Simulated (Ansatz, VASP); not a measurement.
**Two plane-wave programs on Zn**

```xyz
1
Lattice="1.4019 0.8094 2.2269 -1.4019 0.8094 2.2269 0.0000 -1.6188 2.2269" Properties=species:S:1:pos:R:3 pbc="T T T"
Zn    0.0000    0.0000    3.3404
```

Alike in both runs: functional PBE; k mesh 24 × 24 × 24; occupations gaussian, width 0.1 eV; no spin polarisation.

Ansatz relaxed the structure, and its values are those at the end. VASP's run is a single point on that final structure, the one shown.

|  | VASP | Ansatz |
| --- | --- | --- |
| version | VASP 6.6.1 | Ansatz 0.2.0 |
| potentials or method | VASP PAW PBE potentials, release 64 (Zn) | scalar-relativistic, plane waves, PAW |
| plane-wave cutoff (eV) | 520 | 420 |
| valence electrons in the cell | 12 | 12 |

Ansatz gave:

| Item | Value |
| --- | --- |
| gap on the k mesh at the Fermi level (eV) | none |
| pressure (GPa) | 0.0 |

**Question.** Which values does VASP return?

**Answer.** gap on the k mesh at the Fermi level (eV): none; pressure (GPa): 0.3.

A gap of «none» marks a metal or a gap that the smearing closes.
